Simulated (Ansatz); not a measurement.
Reactions of C4H9NO (`CCCC(N)=O`).

Program: Ansatz. Geometries: PBE0-D4/def2-TZVP. ΔE: electronic, gas phase. CCSD(T)/CBS is the MP2 limit (def2-TZVPP, def2-QZVPP) plus CCSD(T) − MP2 in def2-TZVPP, frozen cores. This one scheme is used for every species. DFT in def2-TZVPP. Elements past krypton have def2 core potentials. For I outer-core shells are correlated without core-valence functions, which leaves a few kJ/mol of doubt a bond. One conformer a species, not always the lowest.

```json
{"reaction": "`CCCC(N)=O` + HI → `CCI` + `CC(N)=O`", "B2PLYP (kJ/mol)": "-4", "ωB97M-V (kJ/mol)": "3", "r2SCAN-D4 (kJ/mol)": "-1", "PBE-D4 (kJ/mol)": "-4"}
{"reaction": "`CCCC(N)=O` + H₂S → `CCCS` + `NC=O`", "B2PLYP (kJ/mol)": "31", "ωB97M-V (kJ/mol)": "35", "r2SCAN-D4 (kJ/mol)": "33", "PBE-D4 (kJ/mol)": "27"}
{"reaction": "`CCCC(N)=O` + `C=CC(F)Cl` → `C=CC(C)(F)Cl` + `CCC(N)=O`", "B2PLYP (kJ/mol)": "-21", "ωB97M-V (kJ/mol)": "-24", "r2SCAN-D4 (kJ/mol)": "-26", "PBE-D4 (kJ/mol)": "-22"}
{"reaction": "`CCCC(N)=O` + `CC(O)Cl` → `COC(C)Cl` + `CCC(N)=O`", "B2PLYP (kJ/mol)": "32", "ωB97M-V (kJ/mol)": "34", "r2SCAN-D4 (kJ/mol)": "33", "PBE-D4 (kJ/mol)": "33"}
{"reaction": "`CCCC(N)=O` + `B[SiH2]O` → `B[SiH2]OCC` + `CC(N)=O`", "B2PLYP (kJ/mol)": "36", "ωB97M-V (kJ/mol)": "38", "r2SCAN-D4 (kJ/mol)": "36", "PBE-D4 (kJ/mol)": "36"}
{"reaction": "`CCCC(N)=O` + `CCCCOC` → `CCCCOCCCC` + `NC=O`", "B2PLYP (kJ/mol)": "24", "ωB97M-V (kJ/mol)": "23", "r2SCAN-D4 (kJ/mol)": "24", "PBE-D4 (kJ/mol)": "21"}
```

(1) Give the CCSD(T)/CBS values in the same order. (An estimate is asked.)

Largest T1 diagnostic: 0.016, for `NC=O`.

## Answers

(1) Ansatz gave: -3, 34, -24, 36, 42, 22 kJ/mol.
